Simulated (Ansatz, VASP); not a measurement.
**Ni3Ge: VASP beside Ansatz**

The input INCAR:

```
SYSTEM = Ni3Ge
  PREC = Accurate
  ENCUT = 520
  EDIFF = 1E-6
  ISMEAR = 0
  SIGMA = 0.2
  LREAL = .FALSE.
  LASPH = .TRUE.
  NELM = 60
  ALGO = Normal
  ISIF = 2
  LWAVE = .FALSE.
  LCHARG = .FALSE.
  GGA = PS
  NBANDS = 30
```

File KPOINTS:

```
regular mesh
0
G
  6 6 6
  0 0 0
```

The input POSCAR:

```
Ni3Ge
1.0
    3.5303341067      0.0000000000      0.0000000000
    0.0000000000      3.5303341067      0.0000000000
    0.0000000000      0.0000000000      3.5303341067
Ni Ge
3 1
Direct
    0.5000000000      0.0000000000      0.5000000000
    0.0000000000      0.5000000000      0.5000000000
    0.5000000000      0.5000000000      0.0000000000
    0.0000000000      0.0000000000      0.0000000000
```

Input for Ansatz:

```yaml
crystal:
  lattice:
    - [3.5303341067, 0.0, 0.0]
    - [0.0, 3.5303341067, 0.0]
    - [0.0, 0.0, 3.5303341067]
  atoms:
    - { symbol: Ni, position: [0.5, 0.0, 0.5] }
    - { symbol: Ni, position: [0.0, 0.5, 0.5] }
    - { symbol: Ni, position: [0.5, 0.5, 0.0] }
    - { symbol: Ge, position: [0.0, 0.0, 0.0] }
basis:
  ecutwfc: 420
kpoints:
  mp_grid: { grid: [6, 6, 6] }
hamiltonian:
  xc: pbesol
scf:
  occupations: { method: gaussian, width: 0.2 }
output:
  forces: true
  stress: true
  eigenvalues: true
```

Alike in both runs: task single point; functional PBEsol; k mesh 6 × 6 × 6; occupations gaussian, width 0.2 eV; no spin polarisation.

|  | VASP | Ansatz |
| --- | --- | --- |
| version | VASP 6.6.1 | Ansatz 0.2.0 |
| potentials or method | VASP PAW PBE potentials, release 64 (Ni, Ge_d) | scalar-relativistic, plane waves, PAW |
| plane-wave cutoff (eV) | 520 | 420 |
| valence electrons in the cell | 44 | 68 |

Ansatz gave:

- gap on the k mesh at the Fermi level (eV): none
- pressure (GPa): -0.9

Question: Which values does VASP return?

Answer: gap on the k mesh at the Fermi level (eV): none; pressure (GPa): -0.5.

A gap of «none» marks a metal or a gap that the smearing closes. The two sets of potentials don't hold the same shells in valence.

Caveats: the PAW data sets were made with another functional, which shifts forces and pressure a little (VASP). Spin polarisation is off, so any magnetic state and its effect on volume and gap are missing.
